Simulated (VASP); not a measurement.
Here is a VASP 6.6.1 calculation.

The input INCAR:

```
PREC = Accurate ; ENCUT = 600
EDIFF = 1E-6 ; ISMEAR = 0
SIGMA = 0.03 ; LREAL = F
LASPH = T ; NELM = 80
ALGO = Normal ; ISIF = 3
LWAVE = F ; LCHARG = F
METAGGA = R2SCAN ; LMIXTAU = T
IBRION = 2 ; NSW = 90
EDIFFG = -0.01 ; KPAR = 2
```

Contents of KPOINTS:

```
Automatic mesh
0
Gamma
  6 6 8
```

POSCAR

```
SnO2
1.0
    4.7380000000      0.0000000000      0.0000000000
    0.0000000000      4.7380000000      0.0000000000
    0.0000000000      0.0000000000      3.1865000000
Sn O
2 4
Direct
    0.0000000000      0.0000000000      0.0000000000
    0.5000000000      0.5000000000      0.5000000000
    0.3071000000      0.3071000000      0.0000000000
    0.1929000000      0.8071000000      0.5000000000
    0.6929000000      0.6929000000      0.0000000000
    0.8071000000      0.1929000000      0.5000000000
```

Potentials or basis: VASP PAW PBE potentials, release 64 (Sn_d, O).

Command:

```sh
$ cat potpaw_PBE.64/Sn_d/POTCAR potpaw_PBE.64/O/POTCAR > POTCAR
$ mpirun -np 2 vasp_std > vasp.out
```

Task: What does it give for the relaxed cell?

Result: a = 4.763 Å, b = 4.763 Å, c = 3.209 Å, α = 90.00°, β = 90.00°, γ = 90.00°.

Task: What does it give for the relaxed volume?

Result: 12.13 Å³/atom.

Task: Predict the space group after relaxing (to 0.05 Å).

Result: P4_2/mnm (No. 136).

Task: Estimate the band gap on the k mesh.

Result: 1.74 eV, direct.

Forces on the atoms (eV/Å):
```
Sn   0.000  0.000  0.000
Sn   0.000  0.000  0.000
O   -0.006 -0.006  0.000
O    0.006 -0.006  0.000
O    0.006  0.006  0.000
O   -0.006  0.006  0.000
```

Caveat: the PAW data sets were made with another functional, which shifts forces and pressure a little; spin-orbit coupling is left out, which moves the levels of the heavy elements. Zero-point motion and thermal expansion aren't in these numbers.
